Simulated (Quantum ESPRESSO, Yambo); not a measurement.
# Quasiparticle gap of CdSe (F-43m) in Yambo, part 2 of 3

Aim: the G0W0 gap of CdSe (F-43m) on PBE, step by step.

Quantum ESPRESSO 7.5 and Yambo 5.3.0; PBE and many-body steps on it, plane waves. Known limits of the many-body steps: not at the basis limit; no spin-orbit coupling; coarse k mesh.

So far. Step 2 (Ground state): The gap is direct, at Γ. Step 3 (Bands along the symmetry lines): The gap is 0.551 eV, as in the run before at this level.

## 4. Empty states on the mesh, 4×4×4 mesh, 205 bands

Level of this step: DFT, PBE, plane waves, norm-conserving pseudopotentials (Quantum ESPRESSO).

The sums over transitions need many empty states on a uniform mesh; this step solves for them.

Input file pw.in:

```
&control
  calculation = 'nscf'
  prefix = 'x'
  outdir = 'o'
  pseudo_dir = 'pseudo'
/
&system
  ibrav = 0
  nat = 2
  ntyp = 2
  ecutwfc = 104.0
  nbnd = 205
  force_symmorphic = .true.
/
&electrons
  conv_thr = 1e-9
  electron_maxstep = 80
  diago_full_acc = .true.
  diago_thr_init = 5e-6
/
ATOMIC_SPECIES
  Cd 112.41 Cd.upf
  Se 78.971 Se.upf
CELL_PARAMETERS angstrom
  -0.0000000000 3.0702711986 3.0702711986
  3.0702711986 -0.0000000000 3.0702711986
  3.0702711986 3.0702711986 -0.0000000000
ATOMIC_POSITIONS crystal
  Cd 0.0000000000 0.0000000000 0.0000000000
  Se 0.7500000000 0.7500000000 0.7500000000
K_POINTS automatic
  4 4 4 0 0 0
```

Started as:

```console
$ OMP_NUM_THREADS=1 mpirun -n 8 pw.x -nk 4 -in pw.in > pw.out
```

The log of the run:

```text
[banner, memory and clock lines left out]
Program PWSCF v.7.5 starts

     Atomic positions and unit cell read from directory:
     o/x.save/

     Message from routine setup:
     using ibrav=0 with symmetry is DISCOURAGED, use correct ibrav instead

     bravais-lattice index     =            0
     lattice parameter (alat)  =       8.2052  a.u.
     unit-cell volume          =     390.6221 (a.u.)^3
     number of atoms/cell      =            2
     number of atomic types    =            2
     number of electrons       =        44.00
     number of Kohn-Sham states=          205
     kinetic-energy cutoff     =     104.0000  Ry
     charge density cutoff     =     416.0000  Ry
     Exchange-correlation= PBE
                           (   1   4   3   4   0   0   0)

     celldm(1)=   8.205227  celldm(2)=   0.000000  celldm(3)=   0.000000
     celldm(4)=   0.000000  celldm(5)=   0.000000  celldm(6)=   0.000000

     crystal axes: (cart. coord. in units of alat)
               a(1) = (  -0.000000   0.707107   0.707107 )
               a(2) = (   0.707107  -0.000000   0.707107 )
               a(3) = (   0.707107   0.707107  -0.000000 )

     reciprocal axes: (cart. coord. in units 2 pi/alat)
               b(1) = ( -0.707107  0.707107  0.707107 )
               b(2) = (  0.707107 -0.707107  0.707107 )
               b(3) = (  0.707107  0.707107 -0.707107 )
     Pseudo is Norm-conserving + core correction, Zval = 20.0
     Generated using ONCVPSP code by D. R. Hamann
     Using radial grid of 1368 points,  6 beta functions with:
     Pseudo is Norm-conserving + core correction, Zval = 24.0
     Generated using ONCVPSP code by D. R. Hamann
     Using radial grid of 1214 points,  6 beta functions with:
     Cd               20.00   112.41000     Cd( 1.00)
     Se               24.00    78.97100     Se( 1.00)

     24 Sym. Ops. (no inversion) found

   Cartesian axes

     site n.     atom                  positions (alat units)
         1        Cd     tau(   1) = (   0.0000000   0.0000000   0.0000000  )
         2        Se     tau(   2) = (   1.0606602   1.0606602   1.0606602  )

     number of k points=     8
                       cart. coord. in units 2pi/alat
        k(    1) = (   0.0000000   0.0000000   0.0000000), wk =   0.0312500
        k(    2) = (   0.1767767   0.1767767  -0.1767767), wk =   0.2500000
        k(    3) = (  -0.3535534  -0.3535534   0.3535534), wk =   0.1250000
[...]
k(    7) = (  -0.7071068   0.0000000   0.0000000), wk =   0.0937500
        k(    8) = (  -0.7071068   0.3535534   0.0000000), wk =   0.1875000

     Dense  grid:    55849 G-vectors     FFT dimensions: (  54,  54,  54)

     The potential is recalculated from file :
     o/x.save/charge-density

     Starting wfcs are   23 randomized atomic wfcs +  182 random wfcs

     Band Structure Calculation

     End of band structure calculation

          k = 0.0000 0.0000 0.0000 (  6879 PWs)   bands (ev):

  -199.3042-138.7801-138.7801-138.7801 -93.9630 -55.0239 -55.0239 -55.0239
   -38.9490 -38.9490 -38.9490 -38.9460 -38.9460  -4.7636  -0.1683  -0.1683
    -0.1683   0.1752   0.1752   7.6711   7.6711   7.6711   8.2221  13.6142
    13.6142  13.6142  17.3542  18.7414  18.7414  19.6931  19.6931  19.6931
[...]
[... 14 further rows ...]
[...]
127.0261 127.0261 129.1849 129.1849 129.1849

          k = 0.1768 0.1768-0.1768 (  7015 PWs)   bands (ev):

  -199.3042-138.7801-138.7801-138.7801 -93.9630 -55.0240 -55.0239 -55.0239
[...]
[... 14 further rows ...]
[...]
124.7014 124.7300 125.3925 126.2266 126.2267

          k =-0.3536-0.3536 0.3536 (  6958 PWs)   bands (ev):

  -199.3042-138.7801-138.7801-138.7801 -93.9630 -55.0241 -55.0240 -55.0240
[...]
57.2295  57.4786  58.1886  58.1886  59.1444  59.1444  59.8368  59.9923
     [... 14 further rows ...]
   120.8864 122.2265 122.2265 122.4019 122.5182 123.5283 123.5283 124.6704
   124.6704 124.7961 125.8145 125.8145 126.1691

          k = 0.3536 0.0000 0.0000 (  7003 PWs)   bands (ev):

     [... further k-points ...]

     highest occupied, lowest unoccupied level (ev):     7.6711    8.2221

     XML data file, pseudopotentials, collected wavefunctions
```

It took 20 s on 8 MPI ranks of Arm Neoverse V1, shared host; peak memory 0.89 GiB; 2.6 min of CPU time.

Numbers from this step:

```
gap                                                           : 0.5509 eV
k of the valence top                                          : 0, 0, 0
k of the conduction bottom                                    : 0, 0, 0
least direct gap                                              : 0.5509 eV
k points computed                                             : 8
lowest point of the top converged band, above the valence top : 114.1928 eV
```

On this mesh the gap is 0.551 eV.

## 5. Conversion and set-up

This step: Yambo 5.3.0; conversion and set-up on PBE, plane waves, norm-conserving pseudopotentials.

The states are converted to the many-body program's format and the q mesh is built.

Started as:

```console
$ (cd o/x.save; p2y > p2y.log; mv SAVE ../..); yambo > setup.log
```

The log of the run:

```text
 Yambo, version 5.3.0

 [02] CORE Variables Setup
 =========================

  [02.01] Unit cells
  ==================

  Cell kind             :  FCC
  Atoms in the cell     :  Cd  Se
  number of Cd atoms    :  1
  number of Se atoms    :  1

  List of atomic masses
  Mass of Cd    :  112.4100
  Mass of Se    :  78.97100

  List of atomic coordinates    : [cc]
  Cd1       :  0.000000  0.000000  0.000000  order 1
  Se1       :  8.702958  8.702958  8.702958  order 2

  Alat factors          :  5.801972  5.801972  5.801972 [a.u.]
  Direct lattice volume :  390.6221 [a.u.]
  Direct lattice vectors:  A[ 1 ]  A[ 2 ]  A[ 3 ]
   A[ 1 ]: -0.000000  1.000000  1.000000  [iru]
  -0.000000  5.801972  5.801972  [cc]
   A[ 2 ]:  1.000000 -0.000000  1.000000  [iru]
   5.801972 -0.000000  5.801972  [cc]
   A[ 3 ]:  1.000000  1.000000 -0.000000  [iru]
   5.801972  5.801972 -0.000000  [cc]

  Recip. lattice volume :  0.635013 [a.u.]
  Recip. lattice vectors:  B[ 1 ]  B[ 2 ]  B[ 3 ]
   B[ 1 ]: -0.500000  0.500000  0.500000  [iku]
  -0.541470  0.541470  0.541470  [cc]
   B[ 2 ]:  0.500000 -0.500000  0.500000  [iku]
   0.541470 -0.541470  0.541470  [cc]
   B[ 3 ]:  0.500000  0.500000 -0.500000  [iku]
   0.541470  0.541470 -0.541470  [cc]

  [02.02] Symmetries
  ==================

  Inversion symmetry    : yes
  Spatial inversion     : no
  Inversion index       :  25
  K-space Time-reversal : yes
  Magnetic symmetries   : no
  Time-reversal derived K-space symmetries:   25   48
  Group table correct   : yes
  Symmetries units      :  [cc]

   [S  1]:   1.0000     -0.58858E-17 -0.58858E-17 -0.58858E-17   1.0000      0.58858E-17  0.58858E-17  0.58858E-17   1.0000
   [S  2]:  -1.0000      0.58858E-17 -0.58858E-17  0.58858E-17  -1.0000      0.58858E-17 -0.58858E-17 -0.58858E-17   1.0000
   [S  3]:  -1.0000     -0.58858E-17  0.58858E-17  0.58858E-17   1.0000     -0.58858E-17 -0.58858E-17  0.58858E-17  -1.0000
[...]
[S  9]: -0.58858E-17   1.0000     -0.58858E-17  0.58858E-17 -0.58858E-17   1.0000       1.0000      0.58858E-17  0.58858E-17
   [S 10]: -0.58858E-17  -1.0000      0.58858E-17  0.58858E-17  0.58858E-17  -1.0000       1.0000     -0.58858E-17 -0.58858E-17
     [... 36 further rows ...]
   [S*47]:   1.0000     -0.58858E-17  0.58858E-17 -0.58858E-17  0.58858E-17  -1.0000      0.58858E-17   1.0000     -0.58858E-17
   [S*48]:   1.0000      0.58858E-17 -0.58858E-17 -0.58858E-17 -0.58858E-17   1.0000      0.58858E-17  -1.0000      0.58858E-17

  [02.03] Reciprocal space
  ========================

  nG shells         :   475
  nG charge         :   55849
  nG WFs            :   8326
  nC WFs            :   7046
  G-vecs. in first 47 shells:  [ Number ]
     1    9   15   27   51   59   65   89  113
    137   169   181   229   259   283   307   331   339
    387   411   459   531   537   561   609   645   701
[...]
1639  1687
  ...
[...]
K/Q-points units:
  rlu = crystal or reduced units; cc = cartesian coordinates; iku = interal k-units

  K [1]          [rlu]:  0.000000  0.000000  0.000000
         WF components:   6879
  K [2]          [rlu]: -0.74024E-17  0.64753E-17  0.25000
         WF components:   7015
  K [3]          [rlu]:  0.14805E-16 -0.12951E-16 -0.50000
         WF components:   6958
  K [4]          [rlu]: -0.67816E-17  0.25000      0.25000
         WF components:   7003
  K [5]          [rlu]:  0.19523E-17  0.25000     -0.50000
         WF components:   7006
  [... 2 further k-points ...]
  K [8]          [rlu]:  0.250000 -0.500000 -0.250000
         WF components:   6952

  [02.05] Energies & Occupations
  ==============================

  [X] === General ===
  [X] Electronic Temperature                        :  0.000000  0.000000 [eV K]
  [X] Bosonic    Temperature                        :  0.000000  0.000000 [eV K]
  [X] Finite Temperature mode                       : no
  [X] El. density                                   :  0.76014E+24 [cm-3]
  [X] Fermi Level                                   :  7.671117 [eV]

  [X] === Gaps and Widths ===
  [X] Conduction Band Min                           :  0.550945 [eV]
  [X] Valence Band Max                              :  0.000000 [eV]
  [X] Filled Bands                                  :  22
  [X] Empty Bands                                   :   23  205
  [X] Direct Gap                                    :  0.550945 [eV]
  [X] Direct Gap localized at k                     :  1
  [X] Indirect Gap                                  :  0.550945 [eV]
  [X] Indirect Gap between kpts                     :  1  1
  [X] Last valence band width                       :  2.085450 [eV]
  [X] 1st conduction band width                     :  4.360734 [eV]

  E @ K [1]:  [eV]
  -206.9753 -146.4512 -146.4512 -146.4512 -101.6341  -62.6950  -62.6950  -62.6950
  -46.62014 -46.62014 -46.62014 -46.61715 -46.61715 -12.43475  -7.83937  -7.83937
   -7.8394      -7.4959      -7.4959     -0.77661E-10 -0.31699E-10   0.0000      0.55094       5.9431
[...]
occ @ K [1]
[...]
E @ K [2]:  [eV]
[...]
occ @ K [2]
[...]
E @ K [3]:  [eV]
[...]
occ @ K [3]
[...]
E @ K [4]:  [eV]
[...]
occ @ K [4]
[...]
E @ K [5]:  [eV]
[...]
occ @ K [5]
[...]
[... 2 further k-points ...]
  E @ K [8]:  [eV]
[...]
occ @ K [8]
[...]
0.000000  0.000000  0.000000  0.000000  0.000000  0.000000  0.000000  0.000000
   0.000000  0.000000  0.000000  0.000000  0.000000  0.000000  0.000000  0.000000

 [03] Transferred momenta grid and indexing
 ==========================================

 IBZ Q-points                                      :   8
 BZ  Q-points                                      :   64

 K/Q-points units:
 rlu = crystal or reduced units; cc = cartesian coordinates; iku = interal k-units

 Q [1]          [rlu]:  0.000000  0.000000  0.000000
 Q [2]          [rlu]: -0.74024E-17  0.64753E-17  0.25000
 Q [3]          [rlu]:  0.14805E-16 -0.12951E-16 -0.50000
[...]
Q [7]          [rlu]:  0.13563E-16 -0.50000     -0.50000
 Q [8]          [rlu]:  0.250000 -0.500000 -0.250000

  [03.01] X indexes
  =================

   [03.01.01] Sigma indexes
   ========================

 [06] Game Over & Game summary
```

Run time: 3.5 s. Hardware: 1 MPI rank; peak memory 0.26 GiB.

[end of part 2 of 3]

[Paths, hosts, dates, memory and timing lines, banners, echoed tables and standing remarks are left out of the program output.]

[Logs are printed without paths, hosts, clocks, repeated set-up lines and the standing remarks that a program may print on its own settings, such as how far it seeks lower states.]

[Runs of the session that timed out or met a known fault of the program may be left out.]

[Hosts, paths, dates, database ids (printed as entryN), source tags and the programs' standing remarks are cut or masked in the printed files.]
